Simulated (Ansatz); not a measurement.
# CsH: a single-point run

Wanted: a converged single-point run for CsH, and a check of what comes out. The structure is shown as the input types it.

Method: density functional or hybrid calculation with the settings of its input, plane waves (as first typed), in Ansatz 0.2.0.

4 further runs of the same task are left out: 1 for a known fault of the program, 3 that didn't finish.

### Step 1. The starting structure

Symmetry: Fm-3m, No. 225, cubic system. Conventional cell: a = 6.379 Å, b = 6.379 Å, c = 6.379 Å, α = 90.00°, β = 90.00°, γ = 90.00°. Cs (site symmetry m-3m) is surrounded by 6 H at 3.19 Å. Around H (site symmetry m-3m) lie 6 Cs at 3.19 Å.

Coordinates:

```cif
data_structure
_symmetry_space_group_name_H-M 'P 1'
_symmetry_Int_Tables_number 1
_cell_length_a 4.5103
_cell_length_b 4.5103
_cell_length_c 4.5103
_cell_angle_alpha 60.000
_cell_angle_beta 60.000
_cell_angle_gamma 60.000
_cell_volume 64.88
loop_
_atom_site_label
_atom_site_type_symbol
_atom_site_fract_x
_atom_site_fract_y
_atom_site_fract_z
_atom_site_occupancy
Cs1 Cs 0.00000 0.00000 0.00000 1
H1 H 0.50000 0.50000 0.50000 1
```

### Step 2. Running it

Input file input.yaml:

```yaml
crystal:
  lattice:
    - [0.0, 3.1892664561, 3.1892664561]
    - [3.1892664561, 0.0, 3.1892664561]
    - [3.1892664561, 3.1892664561, 0.0]
  atoms:
    - { symbol: Cs, position: [0.0, 0.0, 0.0] }
    - { symbol: H, position: [0.5, 0.5, 0.5] }
kpoints:
  mp_grid: { grid: [4, 4, 4] }
hamiltonian:
  xc: hse06
scf:
  occupations: { method: gaussian, width: 1.5 }
  n_extra_bands: 4
output:
  forces: true
  stress: true
  eigenvalues: true
```

The run is started by

```bash
$ ansatz run input.yaml --threads 4 --pin off --max-ram 3686MiB --backend cpu --events-out ev --progress --plain --runs-dir out
```

What happens when this is run?

The run converged and reported no error, with warnings (stress exchange threshold loose, stress scf threshold loose). Its log warns: «output.stress: scf.convergence.dr2_threshold = 1e-7 eV (the SCF's general default) is looser than the 2e-10 eV advised for a printed stress (1e-10 eV for each atom of the ...»

The suspect setting: scf.occupations.method is gaussian; scf.occupations.width is 1.5. A smearing of this width stands for electrons at many thousands of kelvin; it empties bonding states and fills antibonding ones.

To check: delete scf.occupations.width (the default then holds) and set scf.occupations.method to fixed.
